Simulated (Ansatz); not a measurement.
Write the native input for Ansatz 0.2.0 that does the following.

```yaml
Task: relaxation of cell and atoms
Functional: PBEsol0
Potentials_or_basis: Ansatz PAW
Cutoff: "420 eV (not typed: the program's choice for these potentials)"
k_mesh: 4 × 4 × 4
Occupations: fermi-dirac, width 0.05 eV
Spin: no spin polarisation
```

InP:

```
CELL_PARAMETERS angstrom
0.00000 2.76883 2.76883
2.76883 0.00000 2.76883
2.76883 2.76883 0.00000
ATOMIC_POSITIONS crystal
In 0.00000 0.00000 0.00000
P 0.50000 0.50000 0.50000
```

Measurements of this composition are mostly on another form, of space group No. 216.

These files were run (other wordings do the same):

input

```
crystal:
  lattice:
    - [0.0, 2.768834, 2.768834]
    - [2.768834, 0.0, 2.768834]
    - [2.768834, 2.768834, 0.0]
  atoms:
    - { symbol: In, position: [0.0, 0.0, 0.0] }
    - { symbol: P, position: [0.5, 0.5, 0.5] }
hamiltonian:
  xc: { exchange: pbesol, correlation: pbesol, exx: { coeff: 0.25 } }
  pseudopotentials: { kind: paw }
kpoints:
  mp_grid: { grid: [4, 4, 4] }
scf:
  occupations: { method: fermi_dirac, width: 0.05 }
output:
  forces: true
  stress: true
  eigenvalues: true
  write_density: true
  write_potential: true
  elf: true
  volumetric_format: npy
relax:
  f_tol: 0.01
  max_steps: 40
  cell: { stress_tol: 0.05 }
```

It gave:

* Relaxed volume: 20.02 Å³/atom
* Relaxed cell: a = 3.840 Å, b = 3.840 Å, c = 3.840 Å, α = 60.00°, β = 60.00°, γ = 60.00°
* Space group after relaxing (to 0.05 Å): Fm-3m (No. 225)
* Energy gained by relaxing: 19.7 meV/atom
* Ionic steps: 6
* Pressure after relaxing: 0.0 GPa
* Band gap on the k mesh: none (metal or under the smearing width)

Caveat: the k mesh is coarse (spacing up to 0.49 Å⁻¹), so the values aren't converged, least of all with exact exchange; the plane-wave basis is chosen anew once the cell has moved, so the energies of steps on either side of that aren't comparable; the PAW data sets come from PBE, with cores solved anew for the run's functional, which leaves a small shift of forces and pressure.

Wall time 73 s on 1 × NVIDIA H100 80GB HBM3 with 2 threads of AMD EPYC 7R13 Processor (Zen 3), with other jobs on the host, peak memory 1.5 GiB.
